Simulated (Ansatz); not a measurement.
**RbBr (Fm-3m): spin-orbit coupling beyond the local functionals**

Symmetry: Fm-3m, No. 225, cubic system. The conventional cell has a = 6.854 Å, b = 6.854 Å, c = 6.854 Å, α = 90.00°, β = 90.00°, γ = 90.00°. Rb has 6 Br at 3.43 Å nearest. Br has 6 Rb at 3.43 Å nearest. Farther neighbours and most contacts between anions are not listed.

```xyz
2
Lattice="0.0000 3.4270 3.4270 3.4270 0.0000 3.4270 3.4270 3.4270 0.0000" Properties=species:S:1:pos:R:3 pbc="T T T"
Rb    0.0000    0.0000    0.0000
Br    3.4270    3.4270    3.4270
```

```
method              : DFT, HSE06 with spin-orbit coupling, plane waves, PAW; PAW set soft_1 (and 1 further level or step)
program             : Ansatz 0.2.0
settings of one run : cutoff 420 eV, 4×4×4 k-mesh, PAW set soft 1
cost                : 2 runs, 8.9 s in all on 1 × NVIDIA GB200 (shared by 2 runs) with 24 threads of Arm Neoverse V2, shared host (the runs of this entry)
notes               : The database entry behind the starting cell differs from later determinations by our own check (about 0.5 % short). The cell and positions come from the Crystallography Open Database and are kept as given unless a step says otherwise.
HSE06               : 5.52 eV
HSE06+SOC           : 5.35 eV
```

Spin-orbit coupling changes the gap by −0.17 eV and the least direct gap by −0.17 eV.

**LiBr (Fm-3m): spin-orbit coupling beyond the local functionals**

It takes space group Fm-3m (No. 225, cubic). Conventional cell: a = 5.501 Å, b = 5.501 Å, c = 5.501 Å, α = 90.00°, β = 90.00°, γ = 90.00°. Nearest to Li lie 6 Br at 2.75 Å. Nearest to Br lie 6 Li at 2.75 Å. Farther neighbours and most contacts between anions are not listed.

```
method              : DFT, HSE06 with spin-orbit coupling, plane waves, PAW; PAW set soft_1 (and 1 further level or step)
program             : Ansatz 0.2.0
settings of one run : cutoff 420 eV, 4×4×4 k-mesh, PAW set soft 1
cost                : 2 runs, 6.9 s in all on 1 × NVIDIA GB200 (shared by 2 runs) with 24 threads of Arm Neoverse V2, shared host (the runs of this entry)
notes               : The cell and positions come from the Crystallography Open Database and are kept as given unless a step says otherwise.
HSE06               : 6.15 eV
HSE06+SOC           : 5.97 eV
```

Spin-orbit coupling changes the gap by −0.18 eV and the least direct gap by −0.19 eV.

[Paths, hosts, dates, memory and timing lines, banners, echoed tables and standing remarks are left out of the program output.]

[Logs are printed without paths, hosts, clocks, repeated set-up lines and the standing remarks that a program may print on its own settings, such as how far it seeks lower states.]

[Runs of the session that timed out or met a known fault of the program may be left out.]

[Cells called generated may have been cut or substituted from an entry of the Crystallography Open Database or the Materials Project.]

[Hosts, paths, dates, database ids (printed as entryN), source tags and the programs' standing remarks are cut or masked in the printed files.]
